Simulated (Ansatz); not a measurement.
A surface is cut from this relaxed crystal of InP:

```yaml
crystal:
  lattice:
    - [0.00000, 2.77016, 2.77016]
    - [2.77016, 0.00000, 2.77016]
    - [2.77016, 2.77016, 0.00000]
  atoms:
    - { symbol: In, position: [0.00000, 0.00000, 0.00000] }
    - { symbol: P, position: [0.50000, 0.50000, 0.50000] }
```

Miller indices refer to the conventional cell of Fm-3m (No. 225), a = 5.540 Å, b = 5.540 Å, c = 5.540 Å, α = 90.00°, β = 90.00°, γ = 90.00°.

The (111) slab of 9 planes, 12.8 Å thick with 15 Å of vacuum as cut; outer planes P (top) and P (bottom).

All numbers below come from DFT PBE, scalar-relativistic, plane waves, PAW (Ansatz). Cutoff 420 eV; k points 9×9×1 on the computed 9-atom cell (Γ-centred); Gaussian smearing, width 0.10 eV; no spin polarisation. The cell repeats along c with a dipole correction in the vacuum.

The slab isn't stoichiometric (In4P5), so its surface energy depends on the chemical potentials; it is given with the excess atoms taken from the element's standard state, a limit at which the compound may itself be unstable, so the figure can be too low.

With the atoms at the bulk's places:

```
Surface energy with the excess atoms taken from the elements : 1.75 J/m²
Work function                                                : 5.85 eV
```

(1) What changes when all atoms relax within this surface cell and its symmetry?

Answers

(1) The energy falls by 0.161 J/m² a face, and the largest move is 0.21 Å.

```json
{
 "Surface energy with the excess atoms taken from the elements": "1.59 J/m²",
 "Work function": "5.84 eV"
}
```

```tsv
plane (bottom to top)	atoms	spacing to next, bulk (Å)	relaxed (Å)	change (%)
1	P	1.599	1.232	-23.0
2	In	1.599	1.862	+16.4
3	P	1.599	1.471	-8.0
4	In	1.599	1.624	+1.5
5	P	1.599	1.624	+1.5
6	In	1.599	1.471	-8.0
7	P	1.599	1.862	+16.4
8	In	1.599	1.232	-23.0
9	P
```

The reference crystal is the rock-salt form of InP, which isn't its usual structure.